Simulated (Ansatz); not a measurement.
**TiO2: how the settings move a relaxation**

Question: which choices in the input matter for TiO2?

Program: Ansatz 0.2.0. Level of theory: reference: DFT, PBEsol, PAW with Ansatz's default frozen-core files, scalar-relativistic; relaxation of cell and atoms. These are calculated values, not measurements.

## Step 1: The structure to begin with

It takes space group P4_2/mnm (No. 136, tetragonal). The conventional cell has a = 4.592 Å, b = 4.592 Å, c = 2.957 Å, α = 90.00°, β = 90.00°, γ = 90.00°. Ti (site symmetry mmm) is surrounded by 6 O at 1.95 to 1.98 Å. Around O (site symmetry m2m) lie 3 Ti at 1.95 to 1.98 Å.

Structure file:

```
CELL_PARAMETERS angstrom
4.59220 0.00000 0.00000
0.00000 4.59220 0.00000
0.00000 0.00000 2.95740
ATOMIC_POSITIONS crystal
Ti 0.00000 0.00000 0.00000
Ti 0.50000 0.50000 0.50000
O 0.30496 0.30496 0.00000
O 0.19504 0.80496 0.50000
O 0.69504 0.69504 0.00000
O 0.80496 0.19504 0.50000
```

## Step 2: The reference run

File input.yaml:

```yaml
crystal:
  lattice:
    - [4.5922, 0.0, 0.0]
    - [0.0, 4.5922, 0.0]
    - [0.0, 0.0, 2.9574]
  atoms:
    - { symbol: Ti, position: [0.0, 0.0, 0.0] }
    - { symbol: Ti, position: [0.5, 0.5, 0.5] }
    - { symbol: O, position: [0.30496, 0.30496, 0.0] }
    - { symbol: O, position: [0.19504, 0.80496, 0.5] }
    - { symbol: O, position: [0.69504, 0.69504, 0.0] }
    - { symbol: O, position: [0.80496, 0.19504, 0.5] }
kpoints:
  mp_grid: { grid: [8, 8, 12] }
scf:
  occupations: { method: fermi_dirac, width: 0.1 }
hamiltonian:
  xc: pbesol
  pseudopotentials: { kind: paw }
relax:
  f_tol: 0.002
  max_steps: 80
  cell: {}
output:
  forces: true
  stress: true
  write_density: true
  write_potential: true
  elf: true
  volumetric_format: npy
```

Started as:

```
$ ansatz run input.yaml --threads 2 --pin off --max-ram 6144MiB --backend cpu --events-out ev --progress --plain --runs-dir out
```

## Step 3: Variant: mp_grid.grid [6, 6, 8], occupations.method fixed, f_tol 0.05, max_displacement 0.3, ecutrho_ratio 4

Changes to input.yaml since step 2:

```diff
@@ -13,5 +13,5 @@
 kpoints:
-  mp_grid: { grid: [8, 8, 12] }
+  mp_grid: { grid: [6, 6, 8] }
 scf:
-  occupations: { method: fermi_dirac, width: 0.1 }
+  occupations: { method: fixed }
 hamiltonian:
@@ -20,5 +20,6 @@
 relax:
-  f_tol: 0.002
+  f_tol: 0.05
   max_steps: 80
   cell: {}
+  max_displacement: 0.3
 output:
@@ -30 +31,3 @@
   volumetric_format: npy
+basis:
+  ecutrho_ratio: 4
```

What does the calculation give? Wanted: for each run, ending; energy change; pressure; gap; force.

As calculated:

| run | ending | energy change | pressure (GPa) | gap (eV) | force (eV/Å) | cycles | time |
| --- | --- | --- | --- | --- | --- | --- | --- |
| reference | converged | 0 | 0.0 | 1.87 | 0.00 | 41 | 71 s |
| 1: mp_grid.grid [6, 6, 8], occupations.method fixed, f_tol 0.05, max_displacement 0.3, ecutrho_ratio 4 | converged | 0.0 meV/atom (σ→0) | 0.0 | 1.87 | 0.00 | 35 | 29 s |

Changing the k-point mesh, smearing, convergence setting and walk settings hardly moves the energy: 0.0 meV/atom.

These are semilocal Kohn-Sham gaps, which aren't the measured quantity. Such gaps usually fall short of the measured ones.
